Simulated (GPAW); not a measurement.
BeTe:

```
CELL_PARAMETERS angstrom
0.00000 2.77000 2.77000
2.77000 0.00000 2.77000
2.77000 2.77000 0.00000
ATOMIC_POSITIONS crystal
Te 0.75000 0.75000 0.75000
Be 0.00000 0.00000 0.00000
```

Base run:

| Item | Value |
| --- | --- |
| Program | GPAW 26.7.0 |
| Functional | PBE |
| Potentials or basis | GPAW PAW data sets (gpaw-data 1.2.1) |
| Cutoff | 600 eV |
| Basis | pw |
| k mesh | 7 × 7 × 7 |
| Occupations | fermi-dirac, width 0.05 eV |
| Spin | no spin polarisation |

Its results: band gap on the k mesh 1.92 eV, indirect (least direct gap 3.58 eV); pressure 4.4 GPa.

Task: The run is repeated on the same cell with these changes: functional from PBE to LDA; potentials or basis from GPAW PAW data sets (gpaw-data 1.2.1) to the program's PAW data sets (release 1.2.1) made for this functional. What comes out?

Result: Band gap on the k mesh 1.84 eV, indirect (least direct gap 3.58 eV); pressure 0.5 GPa.

Caveats: the cutoff is short for stress and forces, so pressures can be off by a GPa or more; spin-orbit coupling is left out, which moves the levels of the heavy elements; an odd mesh through Γ misses points on the zone boundary, where band edges often lie.
